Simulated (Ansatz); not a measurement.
## Calculated O-17 NMR of the central transition for HfO2

Cell: a Materials Project structure (computed, not necessarily an observed phase), atoms as given.

Space group P2_12_12 (No. 18); a = 5.0803, b = 5.1649, c = 4.8909 Å.

| site | Wyckoff | site symmetry | x | y | z |
| --- | --- | --- | --- | --- | --- |
| Hf | 4c | 1 | 0.2774 | 0.2818 | 0.7279 |
| O5 | 2a | ..2 | 0.5000 | 0.5000 | 0.4244 |
| O7 | 2b | ..2 | 0.5000 | 0.0000 | 0.5109 |
| O9 | 4c | 1 | 0.3132 | 0.6636 | 0.8955 |

One atom of each set is listed.

Method: Kohn–Sham DFT in Ansatz, PBE, plane waves and PAW, scalar-relativistic, 420 eV cutoff, Γ-centred 4×4×4 k-points, Fermi–Dirac smearing 0.02 eV.

O-17 has I = 5/2 and Q = -25.58 mb (Pyykkö 2018); at 7.05 T its Larmor frequency is ν₀ = 40.7 MHz. Only the quadrupole interaction is simulated: positions count from each site's isotropic chemical shift, and J coupling is left out, as are shift anisotropy and dipolar coupling, which fast spinning averages.

Simulated pattern of one O site (fast magic-angle spinning, Gaussian broadening 0.2 kHz):

(offset (kHz), height): (-3.872, 0), (-3.770, 1), (-3.669, 5), (-3.568, 8), (-3.466, 9), (-3.365, 10), (-3.263, 10), (-3.162, 10), (-3.061, 11), (-2.959, 13), (-2.858, 21), (-2.757, 31), (-2.655, 35), (-2.554, 38), (-2.452, 41), (-2.351, 45), (-2.250, 52), (-2.148, 69), (-2.047, 95), (-1.945, 100), (-1.844, 86), (-1.743, 77), (-1.641, 74), (-1.540, 73), (-1.439, 75), (-1.337, 79), (-1.236, 88), (-1.134, 99), (-1.033, 98), (-0.932, 83), (-0.830, 71), (-0.729, 64), (-0.628, 59), (-0.526, 55), (-0.425, 52), (-0.323, 48), (-0.222, 38), (-0.121, 18), (-0.019, 4), (0.082, 0)

Question: Which |C_Q| and η does the pattern imply?

Answer: The pattern spans 3.53 kHz before broadening and its centre of gravity is at -1.52 kHz, which fixes P_Q; the places of the horns and steps fix η. That gives P_Q = 3.21 MHz, |C_Q| = 3.10 MHz and η = 0.46, the values that the calculation gives site O9 (3 Hf at 1.99–2.25 Å; also 3 Hf at 3.12–3.30 Å). The other sites have |C_Q| = 1.42, 0.705 MHz. The sign of C_Q can't be read from the pattern.

At O9 V_zz stands upright on the plane through its three neighbours (within 10°).

At this cell the PBE pressure is 10 GPa, so with PBE the cell would grow if it were relaxed. The entry's cell may itself be off. Without spin–orbit coupling the gradients at and beside Hf can be off by some per cent, at some sites by more.

Hardware: 1 thread of Arm Neoverse V2 (aarch64; 8 cores open to the job, memory cap 2.5 GiB, no GPU), a shared host with a load of 0.4 a core. Wall time 37 s, CPU time 37 s, peak memory 0.51 GiB.
